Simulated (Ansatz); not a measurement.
# Gold, bcc: HSE06 at the PBE geometry

How do the levels change when part of the exchange is made exact, and what does it cost? Spin polarisation is left out. The geometry was relaxed under PBE beforehand and is kept. Exact exchange is dear, so the k-mesh is coarse, and PBE is run on the same mesh for comparison.

Computed with Ansatz 0.2.0 (DFT, plane waves (420 eV) with PBE-made PAW files, scalar-relativistic; functionals as named at each step, unless a step says otherwise).

### Step 1. The structure to begin with

The structure is cubic, space group Im-3m (No. 229). The conventional cell has a = 3.303 Å, b = 3.303 Å, c = 3.303 Å, α = 90.00°, β = 90.00°, γ = 90.00°. Au (site symmetry m-3m) has 8 Au at 2.86 Å as nearest neighbours.

As a file:

```
CELL_PARAMETERS angstrom
-1.65135 1.65135 1.65135
1.65135 -1.65135 1.65135
1.65135 1.65135 -1.65135
ATOMIC_POSITIONS crystal
Au 0.00000 0.00000 0.00000
```

### Step 2. PBE, coarse mesh

The run with PBE.

input.yaml reads:

```yaml
crystal:
  lattice:
    - [-1.6513495563, 1.6513495563, 1.6513495563]
    - [1.6513495563, -1.6513495563, 1.6513495563]
    - [1.6513495563, 1.6513495563, -1.6513495563]
  atoms:
    - { symbol: Au, position: [0.0, 0.0, 0.0] }
hamiltonian:
  xc: pbe
  pseudopotentials:
    kind: paw
    azcp:
      Au: "pseudopotentials/Au.paw.azcp"
basis:
  ecutwfc: 420
  fft_grid_basis: typed
kpoints:
  mp_grid: { grid: [7, 7, 7], shift: [0, 0, 0] }
magnetization:
  spin_polarized: false
scf:
  occupations: { method: fermi_dirac, width: 0.1 }
```

Run with:

```
$ ansatz run input.yaml --threads 4 --pin off --max-ram 8192MiB --backend cpu --events-out ev --progress --plain --runs-dir out
```

### Step 3. HSE06, coarse mesh

The run with HSE06.

input.yaml, as its differences from that of step 2:

```diff
@@ -8,3 +8,3 @@
 hamiltonian:
-  xc: pbe
+  xc: hse06
   pseudopotentials:
```

(Steps that only read results are left out.)

What does the calculation give? Wanted: PBE: gap; HSE06: gap; HSE06: relative to fcc.

As calculated:

| quantity | value |
| --- | --- |
| PBE: gap | none (levels filled in part) |
| HSE06: gap | none (levels filled in part) |
| HSE06: SCF cycles, exchange loops | 14, 2 |
| HSE06: CPU time over that of PBE | 23 |
| HSE06: relative to fcc | +28 meV/atom |

**Reading.** Both PBE and HSE06 leave levels filled in part. HSE06 cost 23 times the CPU time of PBE. HSE06 needed 2 outer loops of the exchange operator. To compare with dense-mesh energies, the change of PBE from this mesh and smearing to its dense run (+1.4 meV/atom, from a run not shown) is added. Under HSE06 it lies 28 meV/atom above fcc (computed apart in the same way); on such meshes a few tens of meV are uncertain for metals. The total energies in the logs cannot be compared from one functional to another.
